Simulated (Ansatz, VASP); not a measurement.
One calculation of SiC, two programs

```
Si C
1.0
     0.00000    2.17814    2.17814
     2.17814    0.00000    2.17814
     2.17814    2.17814    0.00000
Si C
1 1
Direct
  0.00000 0.00000 0.00000
  0.75000 0.75000 0.75000
```

Alike in both runs: task single point; functional r2SCAN; k mesh 8 × 8 × 8; occupations gaussian, width 0.05 eV; no spin polarisation.

```csv
,VASP,Ansatz
version,VASP 6.6.1,Ansatz 0.2.0
potentials or method,"VASP PAW PBE potentials, release 64 (Si, C)","scalar-relativistic, plane waves, PAW"
plane-wave cutoff (eV),520,500
valence electrons in the cell,8,8
```

```tsv
	VASP	Ansatz	Ansatz less VASP
gap on the k mesh at the Fermi level (eV)	1.72	1.71	-0.011
least direct gap on the mesh (eV)	5.06	5.05	-0.013
pressure (GPa)	-0.2	0.0	+0.18
```

Caveats: the PAW data sets were made with another functional, which shifts forces and pressure a little (VASP). A k mesh can miss the band edges. r2SCAN opens gaps a little over a GGA but as a rule still falls short of measured ones.
